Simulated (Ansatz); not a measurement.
## Questions on the electronic state of CoO

CoO is taken as a test cell of our own (not relaxed), 2 atoms in the cell.

```yaml
crystal:
  lattice:
    - [0.00000, 2.13000, 2.13000]
    - [2.13000, 0.00000, 2.13000]
    - [2.13000, 2.13000, 0.00000]
  atoms:
    - { symbol: Co, position: [0.00000, 0.00000, 0.00000] }
    - { symbol: O, position: [0.48446, 0.49968, 0.49333] }
```

Site labels below count the atoms in this order, from 1.

These are results of DFT, PBE+U, norm-conserving potentials, plane waves, scalar-relativistic in Ansatz, not measurements.

```json
{"Hubbard term (Dudarev form)": "U − J = 4 eV on Co d", "Plane-wave cutoff": "1306 eV", "k-point mesh": "spacing 0.3 per Å", "Occupations": "Fermi–Dirac smearing, 0.1 eV"}
```

Site moments are integrals over atomic spheres and don't add up to the total.

A static U favours moments and orbital order; the result depends on U and need not be the measured state. With one magnetic atom in the cell its copies can only be parallel; orders in a larger cell may lie lower.

States within about 5 meV/atom are too close for this mesh, smearing and search to settle their order. “Lowest” means lowest among the runs made in this cell. No run without spin polarisation was made.

The default search lets the program follow hints of a lower state (another filling of open shells, a soft direction), where it sees any. The standard search can try other orders and fillings too, with no guarantee of the lowest state. With a search on, the program may also reshape the start on open shells. Ends within 0.2 meV/atom and 0.1 μB count as one state.

Predict the lowest-energy solution among 3 converged runs.

Spin-polarised, site moments Co1 2.60, O2 0.22 μB, total 3.00 μB per cell. It was reached from: occupation matrices typed (Co1 up full, Co1 down 2.28 in mixed orbitals), occupations held until converged, default search for lower states [spin density started apart from these, at Co1 3.00 μB]; occupation matrices typed (Co1 up full, Co1 down 2.28 in mixed orbitals), default search for lower states [spin density started apart from these, at Co1 3.00 μB].

A run starts from: standard search for lower states [Co1 3.00 μB]. What does it converge to?

It converges in 123 iterations to a state 1.5 meV/atom above the lowest: spin-polarised, site moments Co1 2.60, O2 0.22 μB, total 3.00 μB per cell (the moments match the lowest state's, so the two differ in another way, such as which orbitals are filled).
